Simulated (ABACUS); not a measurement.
The system is Ru.

```xyz
2
Lattice="2.7058 0.0000 0.0000 -1.3529 2.3433 0.0000 0.0000 0.0000 4.2819" Properties=species:S:1:pos:R:3 pbc="T T T"
Ru    1.3529    0.7811    3.2114
Ru    0.0000    1.5622    1.0705
```

```yaml
Program: ABACUS 3.10.1
Task: single point
Functional: PBE
Potentials_or_basis: PseudoDojo NC SR 0.4.1 PBE standard
Cutoff: 1361 eV
Density_cutoff: 5442 eV
Basis: DZP LCAO (the cutoffs set its grid)
k_mesh: 11 × 11 × 6
Occupations: fermi-dirac, width 0.05 eV
Spin: no spin polarisation
```

On this cell: pressure 6.4 GPa; largest force under 0.003 eV/Å; band gap on the k mesh none (metal or under the smearing width).

The same run follows on a disturbed copy (atoms moved at random, drawn with an rms of 0.05 Å):

```
CELL_PARAMETERS angstrom
2.70580 0.00000 0.00000
-1.35290 2.34329 0.00000
0.00000 0.00000 4.28190
ATOMIC_POSITIONS crystal
Ru 0.67236 0.34385 0.74518
Ru 0.32157 0.68043 0.24367
```

Question: What changes?

Answer: The energy (extrapolated to zero smearing) moves by +4.8 meV/atom; pressure 6.6 GPa; largest force 0.355 eV/Å; band gap on the k mesh none (metal or under the smearing width).

Forces in eV/Å, atoms in the order of the input:
```
Ru  -0.341  0.049 -0.087
Ru   0.341 -0.049  0.087
```

Stress tensor (GPa, compression positive):
```
 6.17  1.09  0.05
 1.09  6.58 -0.01
 0.05 -0.01  6.90
```

Caveats: the atomic orbitals were generated for these runs and aren't a published set; the basis of atomic orbitals isn't converged, which shifts pressures, moduli and gaps.
